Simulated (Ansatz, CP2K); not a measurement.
# CP2K on rock-salt ZrC, displaced supercell (64 atoms): settings against a plane-wave reference, part 2 of 3

Aim: run rock-salt ZrC, displaced supercell (64 atoms) in CP2K and see how near its forces come to a plane-wave reference, and at what cost.

Program: CP2K 2026.2; the method stands at each step. Banners, paths, timers and routine set-up lines are dropped from the logs unmarked, and long logs keep their key lines alone; longer cuts are marked.

So far, slope of forces against the reference's: step 2 (PBE, DZVP-MOLOPT-SR, 600/50 Ry, diagonalisation) 1.00; step 3 (PBE D4, setting disp d4) 0.998.

### Step 4. revPBE, PBE potentials, DZVP-MOLOPT-SR, 600/50 Ry, diagonalisation

Method: Kohn-Sham DFT, revPBE, GTH-PBE pseudopotentials, Gaussian and plane waves, DZVP-MOLOPT-SR-GTH, diagonalisation.

The input, input.inp:

```
&GLOBAL
  PROJECT cell
  RUN_TYPE ENERGY_FORCE
  PRINT_LEVEL LOW
&END GLOBAL
&FORCE_EVAL
  METHOD QS
  STRESS_TENSOR ANALYTICAL
  &DFT
    BASIS_SET_FILE_NAME BASIS_MOLOPT
    POTENTIAL_FILE_NAME GTH_POTENTIALS
    &MGRID
      CUTOFF 600
      REL_CUTOFF 50
      NGRIDS 5
    &END MGRID
    &QS
      EPS_DEFAULT 1.0E-12
    &END QS
    &SCF
      SCF_GUESS ATOMIC
      EPS_SCF 1.0E-06
      MAX_SCF 200
      ADDED_MOS 41
      &DIAGONALIZATION
        ALGORITHM STANDARD
      &END DIAGONALIZATION
      &SMEAR ON
        METHOD FERMI_DIRAC
        ELECTRONIC_TEMPERATURE [K] 580
      &END SMEAR
      &MIXING
        METHOD BROYDEN_MIXING
        ALPHA 0.15
        NBROYDEN 8
      &END MIXING
      &PRINT
        &RESTART OFF
        &END RESTART
      &END PRINT
    &END SCF
    &XC
      &XC_FUNCTIONAL
        &PBE
          PARAMETRIZATION REVPBE
        &END PBE
      &END XC_FUNCTIONAL
    &END XC
    &PRINT
      &MULLIKEN ON
      &END MULLIKEN
      &HIRSHFELD ON
        SHAPE_FUNCTION DENSITY
      &END HIRSHFELD
      &MO ON
        EIGENVALUES T
        OCCUPATION_NUMBERS T
        MO_INDEX_RANGE 245 268
        &EACH
          QS_SCF 0
        &END EACH
        ADD_LAST NUMERIC
      &END MO
    &END PRINT
  &END DFT
  &SUBSYS
    &CELL
      A 9.39600 0.00000 0.00000
      B 0.00000 9.39600 0.00000
      C 0.00000 0.00000 9.39600
    &END CELL
    &TOPOLOGY
      COORD_FILE_NAME structure.xyz
      COORD_FILE_FORMAT XYZ
    &END TOPOLOGY
    &KIND Zr
      BASIS_SET DZVP-MOLOPT-SR-GTH-q12
      POTENTIAL GTH-PBE-q12
    &END KIND
    &KIND C
      BASIS_SET DZVP-MOLOPT-SR-GTH-q4
      POTENTIAL GTH-PBE-q4
    &END KIND
  &END SUBSYS
  &PRINT
    &FORCES ON
    &END FORCES
    &STRESS_TENSOR ON
    &END STRESS_TENSOR
  &END PRINT
&END FORCE_EVAL
```

The input, structure.xyz:

```xyz
64

Zr 0.01278 0.01146 9.35071
C 2.32232 9.39497 9.30617
Zr 0.04106 2.33011 2.37794
C 2.42661 2.35013 2.29338
Zr 2.35999 9.37345 2.34139
C 9.36819 0.14150 2.44352
Zr 2.41402 2.39654 9.34113
C 0.01691 2.36554 0.03157
Zr 0.02377 9.33831 4.70871
C 2.34806 9.36668 4.62048
Zr 0.02988 2.36441 7.00923
C 2.28727 2.44756 6.95943
Zr 2.42163 0.08081 7.01364
C 9.36762 9.39299 6.99852
Zr 2.27750 2.31508 4.69960
C 9.33605 2.38771 4.76180
Zr 0.00742 4.68278 9.34498
C 2.34120 4.66972 9.32205
Zr 0.07442 7.09266 2.31414
C 2.31574 7.15299 2.33876
[... 40 atom lines left out ...]
Zr 7.06955 4.76302 7.06786
C 4.61569 4.66728 7.01299
Zr 7.09154 6.99523 4.74263
C 4.66728 7.07669 4.70242
```

Command:

```console
$ OMP_NUM_THREADS=1 mpirun -np 4 cp2k.psmp -i input.inp > output.txt
```

Numbers of over 12 decimals in the logs are rounded to 6 here.

The log of the run:

```text
CP2K| version string:                                       CP2K version 2026.2
 CP2K| Input file name                                                 input.inp
 GLOBAL| Basis set file name                                        BASIS_MOLOPT
 GLOBAL| Potential file name                                      GTH_POTENTIALS
[... lines left out ...]
 Number of electrons:                                                        512
[... lines left out ...]
  Step     Update method      Time    Convergence         Total energy    Change
[... lines left out ...]
  *** SCF run converged in    20 steps ***
[... lines left out ...]
  Fermi energy:                                                 0.436473
  Total energy:                                             -1692.253732
  Total energy (extrapolated to T->0):                      -1692.248260
[... lines left out ...]
 MO| E(Fermi):            0.436473 a.u.         11.877047 eV
[... lines left out ...]
 ENERGY| Total FORCE_EVAL ( QS ) energy [hartree]          -1692.253707
[... lines left out ...]
 FORCES|      1  1.10578200E-02 -4.18428708E-03 -7.89019131E-04   1.18493119E-02
 FORCES|      2 -3.68041226E-03 -2.89568001E-03  6.80351438E-03   8.25943128E-03
 FORCES|      3 -1.17405758E-03  1.94579575E-02 -7.23758262E-03   2.07935837E-02
[...]
FORCES|     63 -1.29741682E-02  2.60764961E-02 -1.15848019E-02   3.13451802E-02
 FORCES|     64  1.03623541E-02 -1.05946996E-02 -1.99270433E-03   1.49531573E-02
 FORCES| Sum     1.92471255E-05  1.88505143E-05 -4.68280033E-05
 FORCES| Total atomic force                                       5.40245835E-05
 STRESS| Analytical stress tensor [bar]
 STRESS|                        x                   y                   z
 STRESS|      x        2.08613714528E+04   1.40770693579E+03  -1.51148987953E+03
 STRESS|      y        1.40770693579E+03   2.46829182900E+04   7.03810071218E+02
 STRESS|      z       -1.51148987953E+03   7.03810071218E+02   2.08585751347E+04
 STRESS| 1/3 Trace                                             2.21342882925E+04
```

Run time: 3.5 min. Hardware: 4 MPI ranks of Arm Neoverse V2, shared host; peak memory 5.7 GiB.

Numbers from this run, and their distance from the reference:

- r.m.s. force component: 0.7793 eV/Å
- r.m.s. difference of force components: 15.41 meV/Å
- longest difference of force vectors: 46.57 meV/Å
- force difference over r.m.s. force: 1.97 %
- slope of forces against the reference's: 0.9956
- correlation of force components: 0.9998
- pressure: 2.213 GPa
- pressure difference: 0.4713 GPa

Against the first run (1.0 %), the force difference from the reference is 2.0 %, at 1.00 times the CPU time; the model has changed, so this is no error of the program alone.

### Step 5. PBE, SZV-MOLOPT-SR, 600/50 Ry, diagonalisation

Method: Kohn-Sham DFT, PBE, GTH-PBE pseudopotentials, Gaussian and plane waves, SZV-MOLOPT-SR-GTH, diagonalisation.

Edit input.inp of step 4 so:

```diff
@@ -23,3 +23,3 @@
       MAX_SCF 200
-      ADDED_MOS 41
+      ADDED_MOS 32
       &DIAGONALIZATION
@@ -42,6 +42,3 @@
     &XC
-      &XC_FUNCTIONAL
-        &PBE
-          PARAMETRIZATION REVPBE
-        &END PBE
+      &XC_FUNCTIONAL PBE
       &END XC_FUNCTIONAL
@@ -71,8 +68,32 @@
     &END CELL
-    &TOPOLOGY
-      COORD_FILE_NAME structure.xyz
-      COORD_FILE_FORMAT XYZ
-    &END TOPOLOGY
+    &COORD
+      SCALED
+      Zr 0.00136 0.00122 0.99518
+      C 0.24716 0.99989 0.99044
+      Zr 0.00437 0.24799 0.25308
+      C 0.25826 0.25012 0.24408
+      Zr 0.25117 0.99760 0.24919
+      C 0.99704 0.01506 0.26006
+      Zr 0.25692 0.25506 0.99416
+      C 0.00180 0.25176 0.00336
+      Zr 0.00253 0.99386 0.50114
+      C 0.24990 0.99688 0.49175
+      Zr 0.00318 0.25164 0.74598
+      C 0.24343 0.26049 0.74068
+      Zr 0.25773 0.00860 0.74645
+      C 0.99698 0.99968 0.74484
+      Zr 0.24239 0.24639 0.50017
+      C 0.99362 0.25412 0.50679
+      Zr 0.00079 0.49838 0.99457
+      C 0.24917 0.49699 0.99213
+      Zr 0.00792 0.75486 0.24629
+      C 0.24646 0.76128 0.24891
+[... 40 atom lines left out ...]
+      Zr 0.75240 0.50692 0.75222
+      C 0.49124 0.49673 0.74638
+      Zr 0.75474 0.74449 0.50475
+      C 0.49673 0.75316 0.50047
+    &END COORD
     &KIND Zr
-      BASIS_SET DZVP-MOLOPT-SR-GTH-q12
+      BASIS_SET SZV-MOLOPT-SR-GTH-q12
       POTENTIAL GTH-PBE-q12
@@ -80,3 +101,3 @@
     &KIND C
-      BASIS_SET DZVP-MOLOPT-SR-GTH-q4
+      BASIS_SET SZV-MOLOPT-SR-GTH-q4
       POTENTIAL GTH-PBE-q4
```

Command:

```console
$ OMP_NUM_THREADS=1 cp2k.psmp -i input.inp > output.txt
```

The log of the run:

```text
CP2K| version string:                                       CP2K version 2026.2
 CP2K| Input file name                                                 input.inp
 GLOBAL| Basis set file name                                        BASIS_MOLOPT
 GLOBAL| Potential file name                                      GTH_POTENTIALS
 GLOBAL| Run type                                                   ENERGY_FORCE
 GLOBAL| Total number of message passing processes                             1
 GLOBAL| Number of threads for this process                                    1
[... lines left out ...]
                        Smear method:                                FERMI_DIRAC
[... lines left out ...]
 Number of electrons:                                                        512
[... lines left out ...]
  Step     Update method      Time    Convergence         Total energy    Change
[... lines left out ...]
  *** SCF run converged in    16 steps ***
[... lines left out ...]
  Fermi energy:                                                 0.490479
  Total energy:                                             -1687.861623
  Total energy (extrapolated to T->0):                      -1687.861438
[... lines left out ...]
 MO| E(Fermi):            0.490479 a.u.         13.346613 eV
[... lines left out ...]
     64       C      2       4.000          4.272                        -0.272
  Total Charge                                                            0.001
 !-----------------------------------------------------------------------------!
 ENERGY| Total FORCE_EVAL ( QS ) energy [hartree]          -1687.861630
 FORCES| Atomic forces [hartree/bohr]
 FORCES|   Atom     x               y               z               |f|
 FORCES|      1  1.27792328E-02 -3.32906093E-03  3.07325334E-04   1.32093106E-02
 FORCES|      2 -3.67013121E-03 -1.69280568E-03  7.61598953E-03   8.62199227E-03
 FORCES|      3 -5.56330426E-03  1.93423156E-02 -4.57167145E-03   2.06391790E-02
[...]
FORCES|     63 -1.35608271E-02  2.92625795E-02 -1.62179595E-02   3.61000943E-02
 FORCES|     64  1.09992530E-02 -1.15501841E-02 -4.13260797E-03   1.64763093E-02
 FORCES| Sum     2.02973626E-05  1.61489172E-05 -2.65594172E-05
 FORCES| Total atomic force                                       3.71237538E-05
 STRESS| Analytical stress tensor [bar]
 STRESS|                        x                   y                   z
 STRESS|      x       -1.49483641079E+05   2.71380940923E+02  -2.58597100734E+01
 STRESS|      y        2.71380940923E+02  -1.42457218853E+05  -2.67537182005E+01
 STRESS|      z       -2.58597100734E+01  -2.67537182005E+01  -1.50371999658E+05
 STRESS| 1/3 Trace                                            -1.47437619863E+05
```

Wall time 4.3 min (1 thread); peak memory 2.1 GiB.

Against the reference:

| Item | Value |
| --- | --- |
| r.m.s. force component | 0.7905 eV/Å |
| r.m.s. difference of force components | 144 meV/Å |
| longest difference of force vectors | 619.2 meV/Å |
| force difference over r.m.s. force | 18.39 % |
| slope of forces against the reference's | 0.9931 |
| correlation of force components | 0.9833 |
| pressure | -14.74 GPa |
| pressure difference | -16.49 GPa |

This is a coarse setting, run to see what it loses.

Against the first run (1.0 %), the force difference from the reference is 18 %, at 0.30 times the CPU time (on 1 against 4 cores), with 448 basis functions against 1248: the smaller basis costs accuracy.

### Step 6. PBE, DZVP-MOLOPT-SR, 210/50 Ry, diagonalisation

Method: Kohn-Sham DFT, PBE, GTH-PBE pseudopotentials, Gaussian and plane waves, DZVP-MOLOPT-SR-GTH, diagonalisation.

Edit input.inp of step 5 so:

```diff
@@ -12,5 +12,4 @@
     &MGRID
-      CUTOFF 600
+      CUTOFF 210
       REL_CUTOFF 50
-      NGRIDS 5
     &END MGRID
@@ -23,3 +22,3 @@
       MAX_SCF 200
-      ADDED_MOS 32
+      ADDED_MOS 41
       &DIAGONALIZATION
@@ -73,3 +72,3 @@
     &KIND Zr
-      BASIS_SET SZV-MOLOPT-SR-GTH-q12
+      BASIS_SET DZVP-MOLOPT-SR-GTH-q12
       POTENTIAL GTH-PBE-q12
@@ -77,3 +76,3 @@
     &KIND C
-      BASIS_SET SZV-MOLOPT-SR-GTH-q4
+      BASIS_SET DZVP-MOLOPT-SR-GTH-q4
       POTENTIAL GTH-PBE-q4
```

Command:

```console
$ OMP_NUM_THREADS=2 cp2k.psmp -i input.inp > output.txt
```

The log of the run:

```text
CP2K| version string:                                       CP2K version 2026.2
 CP2K| Input file name                                                 input.inp
 GLOBAL| Basis set file name                                        BASIS_MOLOPT
 GLOBAL| Potential file name                                      GTH_POTENTIALS
 GLOBAL| Run type                                                   ENERGY_FORCE
 GLOBAL| Total number of message passing processes                             1
 GLOBAL| Number of threads for this process                                    2
[... lines left out ...]
                        Smear method:                                FERMI_DIRAC
[... lines left out ...]
 Number of electrons:                                                        512
[... lines left out ...]
  Step     Update method      Time    Convergence         Total energy    Change
[... lines left out ...]
  *** SCF run converged in    20 steps ***
[... lines left out ...]
  Fermi energy:                                                 0.435000
  Total energy:                                             -1691.747274
  Total energy (extrapolated to T->0):                      -1691.742044
[... lines left out ...]
 MO| E(Fermi):            0.435000 a.u.         11.836961 eV
[... lines left out ...]
     64       C      2       4.000          4.285                        -0.285
  Total Charge                                                            0.000
 !-----------------------------------------------------------------------------!
 ENERGY| Total FORCE_EVAL ( QS ) energy [hartree]          -1691.747325
 FORCES| Atomic forces [hartree/bohr]
 FORCES|   Atom     x               y               z               |f|
 FORCES|      1  1.06557661E-02 -4.32706712E-03 -2.91999313E-04   1.15045262E-02
 FORCES|      2 -3.43298318E-03 -2.77213897E-03  6.13813164E-03   7.55954946E-03
 FORCES|      3 -1.46087163E-03  1.96050156E-02 -7.13606907E-03   2.09144511E-02
[...]
FORCES|     63 -1.30418186E-02  2.61512912E-02 -1.18767921E-02   3.15442111E-02
 FORCES|     64  9.58637662E-03 -1.05370829E-02 -1.82137293E-03   1.43612719E-02
 FORCES| Sum    -3.89728469E-03 -3.93114683E-03 -4.06660387E-03
 FORCES| Total atomic force                                       6.86877065E-03
 STRESS| Analytical stress tensor [bar]
 STRESS|                        x                   y                   z
 STRESS|      x        3.35713954665E+03   1.33581837556E+03  -1.38892322275E+03
 STRESS|      y        1.33581837556E+03   7.29382311567E+03   6.76370963217E+02
 STRESS|      z       -1.38892322275E+03   6.76370963217E+02   3.32060429939E+03
 STRESS| 1/3 Trace                                             4.65718898724E+03
```

It took 6.5 min on 2 threads; peak memory 1.5 GiB.

Against the reference:

```yaml
r_m_s_force_component: 0.7845 eV/Å
r_m_s_difference_of_force_components: 23.39 meV/Å
longest_difference_of_force_vectors: 81.22 meV/Å
force_difference_over_r_m_s_force: 2.988 %
slope_of_forces_against_the_reference_s: 1.002
correlation_of_force_components: 0.9996
pressure: 0.4657 GPa
pressure_difference: -1.276 GPa
energy_less_the_same_level_run_s: -0.0403 meV/atom
r_m_s_force_difference_from_the_same_level_run: 22.43 meV/Å
```

This is a coarse setting, run to see what it loses.

Against the first run (1.0 %), the force difference from the reference is 3.0 %, at 0.86 times the CPU time (on 2 against 4 cores): the grid matters here.

The difference per atom is largest on C (0.052 eV/Å on average, against 0.017 on Zr).

### Step 7. PBE, DZVP-MOLOPT-SR, 300/50 Ry, diagonalisation

Method: Kohn-Sham DFT, PBE, GTH-PBE pseudopotentials, Gaussian and plane waves, DZVP-MOLOPT-SR-GTH, diagonalisation.

Edit input.inp of step 6 so:

```diff
@@ -12,3 +12,3 @@
     &MGRID
-      CUTOFF 210
+      CUTOFF 300
       REL_CUTOFF 50
@@ -67,6 +67,6 @@
     &END CELL
-    &COORD
-      SCALED
-[... 64 atom lines left out: the same atoms as in the first run ...]
-    &END COORD
+    &TOPOLOGY
+      COORD_FILE_NAME structure.xyz
+      COORD_FILE_FORMAT XYZ
+    &END TOPOLOGY
     &KIND Zr
```

structure.xyz is that of step 4.

The log of the run:

```text
CP2K| version string:                                       CP2K version 2026.2
 CP2K| Input file name                                                 input.inp
 GLOBAL| Basis set file name                                        BASIS_MOLOPT
 GLOBAL| Potential file name                                      GTH_POTENTIALS
 GLOBAL| Run type                                                   ENERGY_FORCE
 GLOBAL| Total number of message passing processes                             1
 GLOBAL| Number of threads for this process                                    2
 TOTAL NUMBERS AND MAXIMUM NUMBERS
  Total number of            - Atomic kinds:                                   2
                             - Atoms:                                         64
[... lines left out ...]
                        Smear method:                                FERMI_DIRAC
[... lines left out ...]
 Number of electrons:                                                        512
[... lines left out ...]
  Step     Update method      Time    Convergence         Total energy    Change
[... lines left out ...]
  *** SCF run converged in    20 steps ***
[... lines left out ...]
  Fermi energy:                                                 0.435002
  Total energy:                                             -1691.747242
  Total energy (extrapolated to T->0):                      -1691.742012
[... lines left out ...]
 MO| E(Fermi):            0.435002 a.u.         11.836998 eV
[... lines left out ...]
 !-----------------------------------------------------------------------------!
 !-----------------------------------------------------------------------------!
                           Hirshfeld Charges
  #Atom  Element  Kind  Ref Charge     Population                    Net charge
      1       Zr     1      12.000         11.716                         0.284
      2       C      2       4.000          4.265                        -0.265
      3       Zr     1      12.000         11.726                         0.274
[...]
63       Zr     1      12.000         11.725                         0.275
     64       C      2       4.000          4.285                        -0.285
  Total Charge                                                            0.001
 !-----------------------------------------------------------------------------!
 ENERGY| Total FORCE_EVAL ( QS ) energy [hartree]          -1691.747294
 FORCES| Atomic forces [hartree/bohr]
 FORCES|   Atom     x               y               z               |f|
 FORCES|      1  1.07153465E-02 -4.23210497E-03 -3.83682983E-04   1.15272102E-02
 FORCES|      2 -2.98563392E-03 -2.77795204E-03  7.01923457E-03   8.11792347E-03
 FORCES|      3 -1.33890847E-03  1.96653071E-02 -7.10412313E-03   2.09519819E-02
[...]
FORCES|     63 -1.29246772E-02  2.63004604E-02 -1.19474206E-02   3.16465221E-02
 FORCES|     64  1.05993243E-02 -1.07220982E-02 -2.11046061E-03   1.52237679E-02
 FORCES| Sum     2.18291641E-03 -9.10718503E-04 -7.47339397E-04
 FORCES| Total atomic force                                       2.48053389E-03
 STRESS| Analytical stress tensor [bar]
 STRESS|                        x                   y                   z
 STRESS|      x        3.43601669727E+03   1.33731442022E+03  -1.38830636381E+03
 STRESS|      y        1.33731442022E+03   7.35197519720E+03   6.79103484538E+02
 STRESS|      z       -1.38830636381E+03   6.79103484538E+02   3.36797429976E+03
 STRESS| 1/3 Trace                                             4.71865539808E+03
```

The job ended after 7.4 min (2 threads; peak memory 1.8 GiB; 14 min of CPU time).

Compared with the plane-wave run:

* r.m.s. force component: 0.7833 eV/Å
* r.m.s. difference of force components: 10.56 meV/Å
* longest difference of force vectors: 33.96 meV/Å
* force difference over r.m.s. force: 1.349 %
* slope of forces against the reference's: 1.001
* correlation of force components: 0.9999
* pressure: 0.4719 GPa
* pressure difference: -1.27 GPa
* energy less the same-level run's: -0.027 meV/atom
* r.m.s. force difference from the same-level run: 6.275 meV/Å

This is a coarse setting, run to see what it loses.

Against the first run (1.0 %), the force difference from the reference is 1.3 %, at 0.97 times the CPU time (on 2 against 4 cores): the grid matters here.

(Continued in part 3 of 3.)

[Also dropped from logs without a mark: logging warnings of Python, and SIESTA's first energy breakdown and zero terms.]

[Logs are printed without paths, hosts, clocks, repeated set-up lines and the standing remarks that a program may print on its own settings, such as how far it seeks lower states.]

[Hosts, paths, dates, database ids (printed as entryN), source tags and the programs' standing remarks are cut or masked in the printed files.]
